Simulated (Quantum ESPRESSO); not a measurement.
# Ag (Fm-3m) in Quantum ESPRESSO: notebook, part 2 of 2

Quantum ESPRESSO 7.5.

## 6. Band structure, PBE

Contents of pw.in:

```
&CONTROL
  calculation = 'scf'
  prefix = 'pwscf'
  outdir = './tmp'
  pseudo_dir = './pseudo'
  tprnfor = .true.
  tstress = .true.
  disk_io = 'low'
/
&SYSTEM
  ibrav = 0
  nat = 1
  ntyp = 1
  ecutwfc = 70
  nbnd = 16
  occupations = 'smearing'
  smearing = 'fd'
  degauss = 0.00367493
/
&ELECTRONS
  conv_thr = 2d-10
  electron_maxstep = 120
  mixing_beta = 0.5
/
ATOMIC_SPECIES
Ag   107.8682 Ag_ONCV_PBE-1.2.upf
CELL_PARAMETERS angstrom
   0.0000000000    2.0427500000    2.0427500000
   2.0427500000    0.0000000000    2.0427500000
   2.0427500000    2.0427500000    0.0000000000
ATOMIC_POSITIONS angstrom
Ag     0.0000000000    0.0000000000    0.0000000000
K_POINTS automatic
11 11 11 0 0 0
```

Contents of pp_density.in:

```
&INPUTPP
  prefix = 'pwscf'
  outdir = './tmp'
  filplot = 'density.dat'
  plot_num = 0
/
&PLOT
  nfile = 1
  filepp(1) = 'density.dat'
  iflag = 3
  output_format = 6
  fileout = 'density.cube'
/
```

Contents of pp_potential.in:

```
&INPUTPP
  prefix = 'pwscf'
  outdir = './tmp'
  filplot = 'potential.dat'
  plot_num = 11
/
&PLOT
  nfile = 1
  filepp(1) = 'potential.dat'
  iflag = 3
  output_format = 6
  fileout = 'potential.cube'
/
```

Contents of pp_elf.in:

```
&INPUTPP
  prefix = 'pwscf'
  outdir = './tmp'
  filplot = 'elf.dat'
  plot_num = 8
/
&PLOT
  nfile = 1
  filepp(1) = 'elf.dat'
  iflag = 3
  output_format = 6
  fileout = 'elf.cube'
/
```

Contents of bands.in:

```
&CONTROL
  calculation = 'bands'
  prefix = 'pwscf'
  outdir = './tmp'
  pseudo_dir = './pseudo'
  disk_io = 'low'
  verbosity = 'high'
/
&SYSTEM
  ibrav = 0
  nat = 1
  ntyp = 1
  ecutwfc = 70
  nbnd = 16
  occupations = 'smearing'
  smearing = 'fd'
  degauss = 0.00367493
/
&ELECTRONS
  conv_thr = 1d-08
  electron_maxstep = 120
  mixing_beta = 0.5
  diago_full_acc = .true.
  startingwfc = 'random'
/
ATOMIC_SPECIES
Ag   107.8682 Ag_ONCV_PBE-1.2.upf
CELL_PARAMETERS angstrom
   0.0000000000    2.0427500000    2.0427500000
   2.0427500000    0.0000000000    2.0427500000
   2.0427500000    2.0427500000    0.0000000000
ATOMIC_POSITIONS angstrom
Ag     0.0000000000    0.0000000000    0.0000000000
K_POINTS crystal
60
 0.0000000000  0.0000000000  0.0000000000 1
 0.0625000000  0.0000000000  0.0625000000 1
 0.1250000000  0.0000000000  0.1250000000 1
 0.1875000000  0.0000000000  0.1875000000 1
 0.2500000000  0.0000000000  0.2500000000 1
 0.3125000000  0.0000000000  0.3125000000 1
 0.3750000000  0.0000000000  0.3750000000 1
 0.4375000000  0.0000000000  0.4375000000 1
 0.5000000000  0.0000000000  0.5000000000 1
 0.5000000000  0.0625000000  0.5625000000 1
 0.5000000000  0.1250000000  0.6250000000 1
 0.5000000000  0.1875000000  0.6875000000 1
 0.5000000000  0.2500000000  0.7500000000 1
 0.4375000000  0.3125000000  0.7500000000 1
 0.3750000000  0.3750000000  0.7500000000 1
 0.3375000000  0.3375000000  0.6750000000 1
 0.3000000000  0.3000000000  0.6000000000 1
 0.2625000000  0.2625000000  0.5250000000 1
 0.2250000000  0.2250000000  0.4500000000 1
 0.1875000000  0.1875000000  0.3750000000 1
 0.1500000000  0.1500000000  0.3000000000 1
 0.1125000000  0.1125000000  0.2250000000 1
 0.0750000000  0.0750000000  0.1500000000 1
 0.0375000000  0.0375000000  0.0750000000 1
 0.0000000000  0.0000000000  0.0000000000 1
 0.0625000000  0.0625000000  0.0625000000 1
 0.1250000000  0.1250000000  0.1250000000 1
 0.1875000000  0.1875000000  0.1875000000 1
 0.2500000000  0.2500000000  0.2500000000 1
 0.3125000000  0.3125000000  0.3125000000 1
 0.3750000000  0.3750000000  0.3750000000 1
 0.4375000000  0.4375000000  0.4375000000 1
 0.5000000000  0.5000000000  0.5000000000 1
 0.5250000000  0.4500000000  0.5250000000 1
 0.5500000000  0.4000000000  0.5500000000 1
 0.5750000000  0.3500000000  0.5750000000 1
 0.6000000000  0.3000000000  0.6000000000 1
 0.6250000000  0.2500000000  0.6250000000 1
 0.5833333333  0.2500000000  0.6666666667 1
 0.5416666667  0.2500000000  0.7083333333 1
 0.5000000000  0.2500000000  0.7500000000 1
 0.5000000000  0.2857142857  0.7142857143 1
 0.5000000000  0.3214285714  0.6785714286 1
 0.5000000000  0.3571428571  0.6428571429 1
 0.5000000000  0.3928571429  0.6071428571 1
 0.5000000000  0.4285714286  0.5714285714 1
 0.5000000000  0.4642857143  0.5357142857 1
 0.5000000000  0.5000000000  0.5000000000 1
 0.4821428571  0.4821428571  0.5357142857 1
 0.4642857143  0.4642857143  0.5714285714 1
 0.4464285714  0.4464285714  0.6071428571 1
 0.4285714286  0.4285714286  0.6428571429 1
 0.4107142857  0.4107142857  0.6785714286 1
 0.3928571429  0.3928571429  0.7142857143 1
 0.3750000000  0.3750000000  0.7500000000 1
 0.6250000000  0.2500000000  0.6250000000 1
 0.5937500000  0.1875000000  0.5937500000 1
 0.5625000000  0.1250000000  0.5625000000 1
 0.5312500000  0.0625000000  0.5312500000 1
 0.5000000000  0.0000000000  0.5000000000 1
```

Potentials or basis: SG15 PBE 1.2.

Started as:

```console
$ OMP_NUM_THREADS=1 pw.x -in pw.in > pw.out
$ OMP_NUM_THREADS=1 pp.x -in pp_density.in > pp_density.out
$ OMP_NUM_THREADS=1 pp.x -in pp_potential.in > pp_potential.out
$ OMP_NUM_THREADS=1 pp.x -in pp_elf.in > pp_elf.out
$ OMP_NUM_THREADS=1 pw.x -in bands.in > bands.out
```

Wall time 27 s (1 thread of Arm Neoverse V1, shared host); peak memory 0.09 GiB.

Results (log left out):

- Free energy: -3913.5782 eV
- Pressure: 4.4 GPa
- Band gap on the k mesh: none (metal or under the smearing width)

Levels at the corners of the path, in eV from the Fermi level:
```csv
point,band 6,band 7,band 8,band 9,band 10,band 11,band 12,band 13
Γ,-5.07,-5.07,-5.07,-4.04,-4.04,16.04,19.54,19.54
X,-6.57,-3.28,-3.04,-3.04,1.37,6.49,10.49,10.49
W,-5.34,-5.34,-4.03,-3.04,5.72,5.72,6.78,7.94
K,-5.85,-4.35,-3.82,-3.32,4.05,5.02,6.89,12.58
Γ,-5.07,-5.07,-5.07,-4.04,-4.04,16.04,19.54,19.54
L,-5.09,-5.09,-3.25,-3.25,-0.65,3.35,15.22,17.75
U,-5.85,-4.35,-3.82,-3.32,4.05,5.02,6.89,12.58
W,-5.34,-5.34,-4.03,-3.04,5.72,5.72,6.78,7.94
L,-5.09,-5.09,-3.25,-3.25,-0.65,3.35,15.22,17.75
K,-5.85,-4.35,-3.82,-3.32,4.05,5.02,6.89,12.58
U,-5.85,-4.35,-3.82,-3.32,4.05,5.02,6.89,12.58
X,-6.57,-3.28,-3.04,-3.04,1.37,6.49,10.49,10.49
```

## 7. Overview

```csv
level,form of the LDA correlation,gap on the mesh (eV),pressure (GPa)
LDA,PZ81,none,-8.7
PBEsol,-,none,-3.3
PBE,-,none,4.4
```

Alike in all rows: task band structure; potentials or basis SG15 PBE 1.2; no spin polarisation; cell as given; k mesh 11 × 11 × 11; cutoff (eV) 952; smearing fermi-dirac 0.05 eV.

Every run on the cell as given and a fine mesh finds a metal. The pressure there spans -8.7 GPa (LDA) to 4.4 GPa (PBE); a positive pressure means that this level wants a larger cell, a negative one a smaller.

Caveats: the potentials were made for another functional, which shifts forces and pressure (some runs).

Absolute energies hang on the potentials; compare differences alone.
